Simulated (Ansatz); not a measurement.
The system is AlFe.

```xyz
2
Lattice="2.9100 0.0000 0.0000 0.0000 2.9100 0.0000 0.0000 0.0000 2.9100" Properties=species:S:1:pos:R:3 pbc="T T T"
Fe    1.4550    1.4550    1.4550
Al    0.0000    0.0000    0.0000
```

Base run:

```yaml
Program: Ansatz 0.2.0
Functional: PBEsol
Potentials_or_basis: Ansatz PAW
Cutoff: "420 eV (not typed: the program's choice for these potentials)"
k_mesh: 8 × 8 × 8
Occupations: fermi-dirac, width 0.05 eV
Spin: collinear spin, ferromagnetic start
Starting_moments: "[2.2, 0.0] μB"
Fixed_moment: 2.2 μB
```

Its results: pressure 1.7 GPa; site moments Fe +2.17; Al -0.03 μB.

Question: The run is repeated on the same cell with these changes: fixed moment from 2.2 μB to 3 μB; moments at the start from [2.2, 0.0] to [3.0, 0.0]. What comes out?

Answer: Pressure 11.5 GPa; site moments Fe +2.72; Al +0.05 μB.

Caveats: the total moment is fixed, so each spin has its own Fermi level; the PAW data sets come from PBE, with cores solved anew for the run's functional, which leaves a small shift of forces and pressure; the thresholds are loose for stress.
